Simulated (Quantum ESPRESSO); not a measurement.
Write the native input for Quantum ESPRESSO 7.5 that does the following.

- Task: phonon dispersion
- Functional: LDA
- Potentials or basis: PseudoDojo 0.4.1 SR LDA standard
- Cutoff: 1088 eV
- Density cutoff: 4354 eV
- k mesh: 4 × 4 × 4, shifted
- Occupations: fermi-dirac, width 0.05 eV
- Spin: no spin polarisation
- Form of the LDA correlation: PW92
- Mixing beta: 0.5
- Most SCF iterations: 120
- SCF threshold: 4e-10 Ry
- q mesh: 2 × 2 × 2

The system is GaAs.

```xyz
2
Lattice="0.0000 2.8268 2.8268 2.8268 0.0000 2.8268 2.8268 2.8268 0.0000" Properties=species:S:1:pos:R:3 pbc="T T T"
As    4.2403    4.2403    4.2403
Ga    0.0000    0.0000    0.0000
```

The input as run:

pw.in

```
&CONTROL
  calculation = 'scf'
  prefix = 'pwscf'
  outdir = './tmp'
  pseudo_dir = './pseudo'
  tprnfor = .true.
  tstress = .true.
  disk_io = 'low'
/
&SYSTEM
  ibrav = 0
  nat = 2
  ntyp = 2
  ecutwfc = 80
  nbnd = 21
  occupations = 'smearing'
  smearing = 'fd'
  degauss = 0.00367493
/
&ELECTRONS
  conv_thr = 4d-10
  electron_maxstep = 120
  mixing_beta = 0.5
/
ATOMIC_SPECIES
As    74.9216 As.upf
Ga    69.7230 Ga.upf
CELL_PARAMETERS angstrom
   0.0000000000    2.8268500000    2.8268500000
   2.8268500000    0.0000000000    2.8268500000
   2.8268500000    2.8268500000    0.0000000000
ATOMIC_POSITIONS crystal
As     0.7500000000    0.7500000000    0.7500000000
Ga     0.0000000000    0.0000000000    0.0000000000
K_POINTS automatic
4 4 4 1 1 1
```

relax.in

```
&CONTROL
  calculation = 'vc-relax'
  prefix = 'pwscf'
  outdir = './tmp'
  pseudo_dir = './pseudo'
  tprnfor = .true.
  tstress = .true.
  disk_io = 'low'
  nstep = 40
  forc_conv_thr = 0.0001
  etot_conv_thr = 1d-06
/
&SYSTEM
  ibrav = 0
  nat = 2
  ntyp = 2
  ecutwfc = 80
  nbnd = 21
  occupations = 'smearing'
  smearing = 'fd'
  degauss = 0.00367493
/
&ELECTRONS
  conv_thr = 4d-10
  electron_maxstep = 120
  mixing_beta = 0.5
/
&IONS
  ion_dynamics = 'bfgs'
/
&CELL
  cell_dynamics = 'bfgs'
  press = 0
  press_conv_thr = 0.2
/
ATOMIC_SPECIES
As    74.9216 As.upf
Ga    69.7230 Ga.upf
CELL_PARAMETERS angstrom
   0.0000000000    2.8268500000    2.8268500000
   2.8268500000    0.0000000000    2.8268500000
   2.8268500000    2.8268500000    0.0000000000
ATOMIC_POSITIONS crystal
As     0.7500000000    0.7500000000    0.7500000000
Ga     0.0000000000    0.0000000000    0.0000000000
K_POINTS automatic
4 4 4 1 1 1
```

scf2.in

```
&CONTROL
  calculation = 'scf'
  prefix = 'pwscf'
  outdir = './tmp'
  pseudo_dir = './pseudo'
  tprnfor = .true.
  tstress = .true.
  disk_io = 'low'
/
&SYSTEM
  ibrav = 0
  nat = 2
  ntyp = 2
  ecutwfc = 80
  nbnd = 21
  occupations = 'fixed'
/
&ELECTRONS
  conv_thr = 1d-13
  electron_maxstep = 120
  mixing_beta = 0.5
  startingpot = 'file'
  startingwfc = 'file'
/
ATOMIC_SPECIES
As    74.9216 As.upf
Ga    69.7230 Ga.upf
CELL_PARAMETERS angstrom
   0.0000000000    2.7998631414    2.7998631414
   2.7998631414    0.0000000000    2.7998631414
   2.7998631414    2.7998631414    0.0000000000
ATOMIC_POSITIONS crystal
As     0.7500000000    0.7500000000    0.7500000000
Ga     0.0000000000    0.0000000000    0.0000000000
K_POINTS automatic
4 4 4 1 1 1
```

ph.in

```
phonon_bands of GaAs
&INPUTPH
  prefix = 'pwscf'
  outdir = './tmp'
  tr2_ph = 1d-16
  fildyn = 'dyn'
  niter_ph = 60
  alpha_mix(1) = 0.7
  epsil = .true.
  ldisp = .true.
  nq1 = 2
  nq2 = 2
  nq3 = 2
/
```

q2r.in

```
&INPUT
  fildyn = 'dyn'
  zasr = 'crystal'
  flfrc = 'fc'
/
```

matdyn.in

```
&INPUT
  asr = 'crystal'
  flfrc = 'fc'
  flfrq = 'freq'
  q_in_cryst_coord = .true.
  flvec = ' '
/
80
 0.0000000000  0.0000000000  0.0000000000
 0.0454545455  0.0000000000  0.0454545455
 0.0909090909  0.0000000000  0.0909090909
 0.1363636364  0.0000000000  0.1363636364
 0.1818181818  0.0000000000  0.1818181818
 0.2272727273  0.0000000000  0.2272727273
 0.2727272727  0.0000000000  0.2727272727
 0.3181818182  0.0000000000  0.3181818182
 0.3636363636  0.0000000000  0.3636363636
 0.4090909091  0.0000000000  0.4090909091
 0.4545454545  0.0000000000  0.4545454545
 0.5000000000  0.0000000000  0.5000000000
 0.5000000000  0.0500000000  0.5500000000
 0.5000000000  0.1000000000  0.6000000000
 0.5000000000  0.1500000000  0.6500000000
 0.5000000000  0.2000000000  0.7000000000
 0.5000000000  0.2500000000  0.7500000000
 0.4687500000  0.2812500000  0.7500000000
 0.4375000000  0.3125000000  0.7500000000
 0.4062500000  0.3437500000  0.7500000000
 0.3750000000  0.3750000000  0.7500000000
 0.3461538462  0.3461538462  0.6923076923
 0.3173076923  0.3173076923  0.6346153846
 0.2884615385  0.2884615385  0.5769230769
 0.2596153846  0.2596153846  0.5192307692
 0.2307692308  0.2307692308  0.4615384615
 0.2019230769  0.2019230769  0.4038461538
 0.1730769231  0.1730769231  0.3461538462
 0.1442307692  0.1442307692  0.2884615385
 0.1153846154  0.1153846154  0.2307692308
 0.0865384615  0.0865384615  0.1730769231
 0.0576923077  0.0576923077  0.1153846154
 0.0288461538  0.0288461538  0.0576923077
 0.0000000000  0.0000000000  0.0000000000
 0.0454545455  0.0454545455  0.0454545455
 0.0909090909  0.0909090909  0.0909090909
 0.1363636364  0.1363636364  0.1363636364
 0.1818181818  0.1818181818  0.1818181818
 0.2272727273  0.2272727273  0.2272727273
 0.2727272727  0.2727272727  0.2727272727
 0.3181818182  0.3181818182  0.3181818182
 0.3636363636  0.3636363636  0.3636363636
 0.4090909091  0.4090909091  0.4090909091
 0.4545454545  0.4545454545  0.4545454545
 0.5000000000  0.5000000000  0.5000000000
 0.5178571429  0.4642857143  0.5178571429
 0.5357142857  0.4285714286  0.5357142857
 0.5535714286  0.3928571429  0.5535714286
 0.5714285714  0.3571428571  0.5714285714
 0.5892857143  0.3214285714  0.5892857143
 0.6071428571  0.2857142857  0.6071428571
 0.6250000000  0.2500000000  0.6250000000
 0.5937500000  0.2500000000  0.6562500000
 0.5625000000  0.2500000000  0.6875000000
 0.5312500000  0.2500000000  0.7187500000
 0.5000000000  0.2500000000  0.7500000000
 0.5000000000  0.2750000000  0.7250000000
 0.5000000000  0.3000000000  0.7000000000
 0.5000000000  0.3250000000  0.6750000000
 0.5000000000  0.3500000000  0.6500000000
 0.5000000000  0.3750000000  0.6250000000
 0.5000000000  0.4000000000  0.6000000000
 0.5000000000  0.4250000000  0.5750000000
 0.5000000000  0.4500000000  0.5500000000
 0.5000000000  0.4750000000  0.5250000000
 0.5000000000  0.5000000000  0.5000000000
 0.4861111111  0.4861111111  0.5277777778
 0.4722222222  0.4722222222  0.5555555556
 0.4583333333  0.4583333333  0.5833333333
 0.4444444444  0.4444444444  0.6111111111
 0.4305555556  0.4305555556  0.6388888889
 0.4166666667  0.4166666667  0.6666666667
 0.4027777778  0.4027777778  0.6944444444
 0.3888888889  0.3888888889  0.7222222222
 0.3750000000  0.3750000000  0.7500000000
 0.6250000000  0.2500000000  0.6250000000
 0.5937500000  0.1875000000  0.5937500000
 0.5625000000  0.1250000000  0.5625000000
 0.5312500000  0.0625000000  0.5312500000
 0.5000000000  0.0000000000  0.5000000000
```

matdyn_dos.in

```
&INPUT
  asr = 'crystal'
  flfrc = 'fc'
  dos = .true.
  fldos = 'phdos'
  nk1 = 8
  nk2 = 8
  nk3 = 8
  deltaE = 1
  flvec = ' '
  flfrq = ' '
/
```

Potentials or basis: PseudoDojo 0.4.1 SR LDA standard.

Launch:

```console
$ OMP_NUM_THREADS=1 pw.x -in pw.in > pw.out
$ OMP_NUM_THREADS=1 pw.x -in relax.in > relax.out
$ OMP_NUM_THREADS=1 pw.x -in scf2.in > scf2.out
$ OMP_NUM_THREADS=1 ph.x -in ph.in > ph.out
$ OMP_NUM_THREADS=1 q2r.x -in q2r.in > q2r.out
$ OMP_NUM_THREADS=1 matdyn.x -in matdyn.in > matdyn.out
$ OMP_NUM_THREADS=1 matdyn.x -in matdyn_dos.in > matdyn_dos.out
```

It gave:

| Property | Result |
| --- | --- |
| Relaxed volume | 21.95 Å³/atom |
| Relaxed cell | a = 3.960 Å, b = 3.960 Å, c = 3.960 Å, α = 60.00°, β = 60.00°, γ = 60.00° |
| Space group after relaxing (to 0.05 Å) | F-43m (No. 216) |
| Pressure after relaxing | -0.1 GPa |
| Electronic dielectric tensor (diagonal) | 15.78 |
| Born charges (mean of the diagonal) | As -2.26; Ga +2.06 e |
| Highest phonon frequency, LO-TO splitting left out | 286 cm⁻¹ |
| Zero-point energy | 0.034 eV/atom |

Caveat: the mesh is thin for the dielectric tensor, Born charges and intensities, which usually come out too large; the Born charges break their sum rule by 0.20 e, a sign of too thin a mesh; the q mesh is small, so phonon branches between its points and thermal values are rough.

Wall time 17 min on 1 thread of Intel(R) Xeon(R) 6975P-C (Granite Rapids), with other jobs on the host, peak memory 0.09 GiB.
